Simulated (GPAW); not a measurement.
# InP (F-43m) in GPAW: notebook

One crystal, InP, is run at these levels: revPBE+D3(BJ), revPBE+D4, BLYP+D3(BJ); tasks: relaxation of cell and atoms.

Program: GPAW 26.7.0. These are calculated values, not measurements. Logs are shortened: lines on timing, memory, paths and dates and some standing lists are left out, and cuts for length are marked. The log counts tension as positive stress, the text compression.

**1. Starting point**

It takes space group F-43m (No. 216, cubic). The conventional cell has a = 5.861 Å, b = 5.861 Å, c = 5.861 Å, α = 90.00°, β = 90.00°, γ = 90.00°. Around In (site symmetry -43m) lie 4 P at 2.54 Å. P (site symmetry -43m) has 4 In at 2.54 Å as nearest neighbours.

**2. Relaxation of cell and atoms, revPBE+D3(BJ), target pressure -2 GPa, at which the enthalpy is minimised**

Input file run.py:

```python
from ase.calculators.mixing import SumCalculator
from ase.filters import FrechetCellFilter
from ase.io import read, write
from ase.optimize import FIRE
from ase.units import GPa
from dftd3.ase import DFTD3
from gpaw import GPAW, PW

atoms = read('InP.xyz')

calc = GPAW(mode=PW(600),
            xc='revPBE',
            kpts={'size': (8, 8, 8), 'gamma': True},
            occupations={'name': 'fermi-dirac', 'width': 0.05},
            nbands=18,
            convergence={'density': 1e-05, 'forces': 0.0001},
            maxiter=150,
            txt='gpaw.txt')
atoms.calc = SumCalculator([calc, DFTD3(method='revpbe', damping='d3bj')])
opt = FIRE(FrechetCellFilter(atoms, scalar_pressure=-2 * GPa), trajectory='relax.traj', logfile='-')
done = opt.run(fmax=0.01, steps=100)
calc.write('gs.gpw')
write('result.traj', atoms)
print('Converged:', done)
print('Cell:', atoms.cell.cellpar().round(4))
print('Volume:', round(atoms.get_volume(), 4))
print(atoms.get_scaled_positions().round(5))
```

Input file InP.xyz:

```xyz
2
Lattice="0.0000000000 2.9305000000 2.9305000000 2.9305000000 0.0000000000 2.9305000000 2.9305000000 2.9305000000 0.0000000000" Properties=species:S:1:pos:R:3 pbc="T T T"
In     0.0000000000      0.0000000000      0.0000000000
P      4.3957500000      4.3957500000      4.3957500000
```

Potentials or basis: the program's PAW data sets (release 1.2.1) made for this functional, pw.

Launch:

```bash
OMP_NUM_THREADS=1 python run.py
```

gpaw.txt:

```text
__  _  _
 | _ |_)|_||  |
 |__||  | ||/\| - 26.7.0

Input parameters:
  mode=PW(ecut=600.0),
  convergence={'density': 1e-05, 'forces': 0.0001},
  kpts=MonkhorstPack(size=(8, 8, 8), gamma=True),
  maxiter=150,
  nbands=18,
  occupations=Occupations(name='fermi-dirac', width=0.05),
  xc=XC(name='revPBE')

Diagonalizing LCAO Hamiltonian
Converting LCAO to pw mode

                     P

       In

Atoms  # Å, Bohr magnetons
|   | symbol |        x |        y |        z |    initial magnetic moments |
|---|--------|----------|----------|----------|-----------------------------|
| 0 |     In | 0.000000 | 0.000000 | 0.000000 | ( 0.0000,  0.0000,  0.0000) |
| 1 |      P | 4.395750 | 4.395750 | 4.395750 | ( 0.0000,  0.0000,  0.0000) |

Unit cell  # Å
| periodic |        x |        y |        z |  lengths |    angles |
|----------|----------|----------|----------|----------|-----------|
|      yes | 0.000000 | 2.930500 | 2.930500 | 4.144353 | 60.000000 |
|      yes | 2.930500 | 0.000000 | 2.930500 | 4.144353 | 60.000000 |
|      yes | 2.930500 | 2.930500 | 0.000000 | 4.144353 | 60.000000 |

Number of symmetries: 24
Symmetry operations  # r_c * U_cc + t_c -> r_c
|    | kind |            matrix            |
|----|------|------------------------------|
|  0 |  E   |  1, 0, 0,  0, 1, 0,  0, 0, 1 |
|  1 |  σ   |  1, 0, 0,  0, 0, 1,  0, 1, 0 |
|  2 |  σ   |  1, 0,-1,  0, 1,-1,  0, 0,-1 |
|  3 |  C3  |  1, 0,-1,  0, 0,-1,  0, 1,-1 |
|  4 |  C3  |  1,-1, 0,  0,-1, 1,  0,-1, 0 |
|  5 |  σ   |  1,-1, 0,  0,-1, 0,  0,-1, 1 |
|  6 |  σ   |  0, 1, 0,  1, 0, 0,  0, 0, 1 |
|  7 |  C3  |  0, 1, 0,  0, 0, 1,  1, 0, 0 |
|  8 |  C2  |  0, 1,-1,  1, 0,-1,  0, 0,-1 |
[... 226 lines left out ...]
       In

Atoms  # Å, Bohr magnetons
|   | symbol |         x |         y |         z |    initial magnetic moments |
|---|--------|-----------|-----------|-----------|-----------------------------|
| 0 |     In | -0.000000 | -0.000000 | -0.000000 | ( 0.0000,  0.0000,  0.0000) |
| 1 |      P |  4.402976 |  4.402976 |  4.402976 | ( 0.0000,  0.0000,  0.0000) |

Unit cell  # Å
| periodic |         x |         y |         z |  lengths |    angles |
|----------|-----------|-----------|-----------|----------|-----------|
|      yes | -0.000000 |  2.935317 |  2.935317 | 4.151166 | 60.000000 |
|      yes |  2.935317 | -0.000000 |  2.935317 | 4.151166 | 60.000000 |
|      yes |  2.935317 |  2.935317 | -0.000000 | 4.151166 | 60.000000 |
[... 220 lines left out ...]
Stress tensor  # eV/Ang^3
|         x |         y |         z |
|-----------|-----------|-----------|
| -0.025138 | -0.000000 | -0.000000 |
| -0.000000 | -0.025138 |  0.000000 |
| -0.000000 |  0.000000 | -0.025138 |

Forces  # eV/Ang
|       x |        y |        z |
|---------|----------|----------|
| 0.00000 | -0.00000 | -0.00000 |  # In   0
| 0.00000 | -0.00000 |  0.00000 |  # P    1

Interpolating wave functions to new cell

                     P
[... 236 lines left out ...]
Stress tensor  # eV/Ang^3
|         x |         y |         z |
|-----------|-----------|-----------|
| -0.020965 | -0.000000 |  0.000000 |
| -0.000000 | -0.020965 |  0.000000 |
|  0.000000 |  0.000000 | -0.020965 |

Forces  # eV/Ang
|       x |        y |       z |
|---------|----------|---------|
| 0.00000 | -0.00000 | 0.00000 |  # In   0
| 0.00000 | -0.00000 | 0.00000 |  # P    1

Interpolating wave functions to new cell

                     P
[... 682 lines left out ...]
SCF iterations
|iter     | |      energy | eigst |  dens |force |
|---------|-|-------------|-------|-------|------|
|iter:   1| |   -8.060289 | -5.64 |       |      |
|iter:   2| |   -8.060289 | -7.95c| -3.87 |      |
|iter:   3| |   -8.060295c| -7.45c| -3.90 |      |
|iter:   4| |   -8.060296c| -7.60c| -4.48 |      |
|iter:   5| |   -8.060296c| -7.91c| -4.84 |      |
|iter:   6| |   -8.060296c| -8.48c| -6.12c|      |
|iter:   7| |   -8.060296c| -9.19c| -6.35c|-16.27c|
[... 796 lines left out ...]
Stress tensor  # eV/Ang^3
|         x |         y |         z |
|-----------|-----------|-----------|
| -0.011120 | -0.000000 |  0.000000 |
| -0.000000 | -0.011120 |  0.000000 |
|  0.000000 |  0.000000 | -0.011120 |

Forces  # eV/Ang
|       x |        y |       z |
|---------|----------|---------|
| 0.00000 | -0.00000 | 0.00000 |  # In   0
| 0.00000 | -0.00000 | 0.00000 |  # P    1

Interpolating wave functions to new cell

                     P
[... 251 lines left out ...]
       In

Atoms  # Å, Bohr magnetons
|   | symbol |        x |         y |        z |    initial magnetic moments |
|---|--------|----------|-----------|----------|-----------------------------|
| 0 |     In | 0.000000 | -0.000000 | 0.000000 | ( 0.0000,  0.0000,  0.0000) |
| 1 |      P | 4.447788 |  4.447788 | 4.447788 | ( 0.0000,  0.0000,  0.0000) |

Unit cell  # Å
| periodic |         x |        y |         z |  lengths |    angles |
|----------|-----------|----------|-----------|----------|-----------|
|      yes | -0.000000 | 2.965192 |  2.965192 | 4.193415 | 60.000000 |
|      yes |  2.965192 | 0.000000 |  2.965192 | 4.193415 | 60.000000 |
|      yes |  2.965192 | 2.965192 | -0.000000 | 4.193415 | 60.000000 |
[... 236 lines left out ...]
       In

Atoms  # Å, Bohr magnetons
|   | symbol |        x |         y |        z |    initial magnetic moments |
|---|--------|----------|-----------|----------|-----------------------------|
| 0 |     In | 0.000000 | -0.000000 | 0.000000 | ( 0.0000,  0.0000,  0.0000) |
| 1 |      P | 4.446309 |  4.446309 | 4.446309 | ( 0.0000,  0.0000,  0.0000) |

Unit cell  # Å
| periodic |         x |        y |         z |  lengths |    angles |
|----------|-----------|----------|-----------|----------|-----------|
|      yes | -0.000000 | 2.964206 |  2.964206 | 4.192021 | 60.000000 |
|      yes |  2.964206 | 0.000000 |  2.964206 | 4.192021 | 60.000000 |
|      yes |  2.964206 | 2.964206 | -0.000000 | 4.192021 | 60.000000 |
[... 226 lines left out ...]
Forces  # eV/Ang
|        x |        y |       z |
|----------|----------|---------|
| -0.00000 | -0.00000 | 0.00000 |  # In   0
|  0.00000 |  0.00000 | 0.00000 |  # P    1

# Writing to gs.gpw (mode='')
```

stdout:

```text
Step          Energy          fmax
FIRE:    0       -9.827984        0.328511
FIRE:    1       -9.831052        0.278078
FIRE:    2       -9.835406        0.186702
FIRE:    3       -9.838614        0.070693
FIRE:    4       -9.839037        0.051080
FIRE:    5       -9.839045        0.049381
FIRE:    6       -9.839081        0.045860
FIRE:    7       -9.839113        0.040823
FIRE:    8       -9.839164        0.034296
FIRE:    9       -9.839203        0.026592
FIRE:   10       -9.839213        0.018020
FIRE:   11       -9.839237        0.008656
Converged: True
Cell: [ 4.192  4.192  4.192 60.    60.    60.   ]
Volume: 52.0901
[[0.   0.   0.  ]
 [0.75 0.75 0.75]]
```

Wall time 2.4 min (1 thread of Arm Neoverse V1, shared host); peak memory 0.31 GiB.

Results:

* Free energy: -9.1890 eV
* Relaxed volume: 26.05 Å³/atom
* Relaxed cell: a = 4.192 Å, b = 4.192 Å, c = 4.192 Å, α = 60.00°, β = 60.00°, γ = 60.00°
* Space group after relaxing (to 0.05 Å): F-43m (No. 216)
* Energy change on relaxing (the enthalpy is what falls): +5.3 meV/atom
* Ionic steps: 12
* Pressure after relaxing: -2.1 GPa
* Band gap on the k mesh: 0.62 eV, direct
* Dispersion energy per atom: -0.566 eV

Step by step:
| step | energy change (eV) | largest force (eV/Å) | pressure (GPa) | volume (Å³) |
| --- | --- | --- | --- | --- |
| 1 | 0.0000 | 0.0000 | 0.09 | 50.33 |
| 2 | 0.0000 | 0.0000 | -0.24 | 50.58 |
| 3 | 0.0015 | 0.0000 | -0.83 | 51.04 |
| 4 | 0.0059 | 0.0000 | -1.56 | 51.66 |
| 5 | 0.0139 | 0.0000 | -2.31 | 52.33 |
| 6 | 0.0137 | 0.0000 | -2.30 | 52.32 |
| 7 | 0.0134 | 0.0000 | -2.28 | 52.30 |
| 8 | 0.0131 | 0.0000 | -2.25 | 52.27 |
| 9 | 0.0125 | 0.0000 | -2.21 | 52.23 |
| 10 | 0.0120 | 0.0000 | -2.16 | 52.19 |
| 11 | 0.0114 | 0.0000 | -2.11 | 52.14 |
| 12 | 0.0107 | 0.0000 | -2.05 | 52.09 |

Final structure:
```
In P
1.0
     0.00000    2.96421    2.96421
     2.96421    0.00000    2.96421
     2.96421    2.96421    0.00000
In P
1 1
Direct
  0.00000 0.00000 0.00000
  0.75000 0.75000 0.75000
```

Caveat: later steps reuse the first step's grids; spin-orbit coupling is left out, which moves the levels of the heavy elements. As with any semilocal functional, this revPBE gap is likely too small.

**3. Relaxation of cell and atoms, revPBE+D4**

run.py: that of step 2 with these lines changed.

```diff
@@ -4,4 +4,3 @@
 from ase.optimize import FIRE
-from ase.units import GPa
-from dftd3.ase import DFTD3
+from dftd4.ase import DFTD4
 from gpaw import GPAW, PW
@@ -18,5 +17,5 @@
             txt='gpaw.txt')
-atoms.calc = SumCalculator([calc, DFTD3(method='revpbe', damping='d3bj')])
-opt = FIRE(FrechetCellFilter(atoms, scalar_pressure=-2 * GPa), trajectory='relax.traj', logfile='-')
-done = opt.run(fmax=0.01, steps=100)
+atoms.calc = SumCalculator([calc, DFTD4(method='revpbe')])
+opt = FIRE(FrechetCellFilter(atoms), trajectory='relax.traj', logfile='-')
+done = opt.run(fmax=0.01, steps=60)
 calc.write('gs.gpw')
```

InP.xyz is that of step 2.

Potentials or basis: the program's PAW data sets (release 1.2.1) made for this functional, pw.

Launch:

```bash
OMP_NUM_THREADS=1 python run.py
```

It took 3.8 min on 1 thread of Arm Neoverse V1, shared host; peak memory 0.41 GiB.

The run converged. Its results:

```
Free energy                            : -9.0981 eV
Relaxed volume                         : 25.36 Å³/atom
Relaxed cell                           : a = 4.155 Å, b = 4.155 Å, c = 4.155 Å, α = 60.00°, β = 60.00°, γ = 60.00°
Space group after relaxing (to 0.05 Å) : F-43m (No. 216)
Energy gained by relaxing              : 0.3 meV/atom
Ionic steps                            : 10
Pressure after relaxing                : -0.1 GPa
Band gap on the k mesh                 : 0.77 eV, direct
Dispersion energy per atom             : -0.533 eV
```

The path:
```
step  energy change (eV)  largest force (eV/Å)  pressure (GPa)  volume (Å³)
   1              0.0000                0.0000            0.47        50.33
   2             -0.0002                0.0000            0.40        50.39
   3             -0.0004                0.0000            0.26        50.49
   4             -0.0006                0.0000            0.08        50.63
   5             -0.0006                0.0000           -0.11        50.77
   6             -0.0006                0.0000           -0.10        50.77
   7             -0.0006                0.0000           -0.10        50.76
   8             -0.0006                0.0000           -0.08        50.76
   9             -0.0006                0.0000           -0.07        50.74
  10             -0.0006                0.0000           -0.05        50.73
```

Final structure:
```
CELL_PARAMETERS angstrom
0.00000 2.93818 2.93818
2.93818 0.00000 2.93818
2.93818 2.93818 0.00000
ATOMIC_POSITIONS crystal
In 0.00000 0.00000 0.00000
P 0.75000 0.75000 0.75000
```

Levels at points of the mesh, in eV from the valence-band top:
| k point | band 7 | band 8 | band 9 | band 10 | band 11 | band 12 |
| --- | --- | --- | --- | --- | --- | --- |
| (0.00, 0.00, 0.00) | 0.00 | 0.00 | 0.00 | 0.77 | 4.10 | 4.10 |
| (0.50, 0.00, 0.00) | -5.65 | -0.96 | -0.96 | 1.56 | 4.83 | 4.83 |
| (0.50, 0.50, 0.00) | -5.68 | -2.30 | -2.30 | 1.86 | 2.34 | 9.28 |
| (0.50, 0.50, 0.50) | -5.65 | -0.96 | -0.96 | 1.56 | 4.83 | 4.83 |

Caveat: later steps reuse the first step's grids; spin-orbit coupling is left out, which moves the levels of the heavy elements.

[end of part 1 of 2]
